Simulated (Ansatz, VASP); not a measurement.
## Bi3S2: VASP beside Ansatz

```
CELL_PARAMETERS angstrom
2.03327 1.17391 9.95987
-2.03327 1.17391 9.95987
0.00000 -2.34782 9.95987
ATOMIC_POSITIONS crystal
Bi 0.00000 0.00000 0.00000
Bi 0.20146 0.20146 0.20146
Bi 0.79854 0.79854 0.79854
S 0.38767 0.38767 0.38767
S 0.61233 0.61233 0.61233
```

Alike in both runs: functional PBE; k mesh 6 × 6 × 6; occupations gaussian, width 0.1 eV; no spin polarisation.

Ansatz relaxed the structure, and its values are those at the end. VASP's run is a single point on that final structure, the one shown.

```csv
,VASP,Ansatz
version,VASP 6.6.1,Ansatz 0.2.0
potentials or method,"VASP PAW PBE potentials, release 64 (Bi_d, S)","scalar-relativistic, plane waves, PAW"
plane-wave cutoff (eV),520,420
valence electrons in the cell,57,57
```

|  | VASP | Ansatz | Ansatz less VASP |
| --- | --- | --- | --- |
| gap on the k mesh at the Fermi level (eV) | none | none | - |
| pressure (GPa) | 0.0 | 0.0 | +0.07 |

A gap of «none» marks a metal or a gap that the smearing closes.

Caveats: spin-orbit coupling is left out, which moves the levels of the heavy elements.
